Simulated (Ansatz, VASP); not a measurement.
## Mo in VASP and in Ansatz

```
Mo
1.0
     0.00000    2.15722    1.58405
     2.15722    0.00000    1.58405
     2.15722    2.15722    0.00000
Mo
1
Cartesian
  0.0000 0.0000 0.0000
```

Alike in both runs: task single point; functional PBE; k mesh 22 × 22 × 22; occupations gaussian, width 0.15 eV; no spin polarisation.

|  | VASP | Ansatz |
| --- | --- | --- |
| version | VASP 6.6.1 | Ansatz 0.2.0 |
| potentials or method | VASP PAW PBE potentials, release 64 (Mo_sv) | scalar-relativistic, plane waves, PAW |
| plane-wave cutoff (eV) | 520 | 420 |
| valence electrons in the cell | 14 | 14 |

Ansatz gave:

- gap on the k mesh at the Fermi level (eV): none
- pressure (GPa): 20.7
- largest component of the traceless stress (GPa): 8.58

Question: Which values does VASP return?

Answer: gap on the k mesh at the Fermi level (eV): none; pressure (GPa): 21.4; largest component of the traceless stress (GPa): 8.58.

A gap of «none» marks a metal or a gap that the smearing closes. With one functional, cell and mesh, what is left measures potentials, basis and numerics.

Caveats: so large a pressure means that the cell lies far from this level's equilibrium, or that cutoff or potentials fall short (VASP).
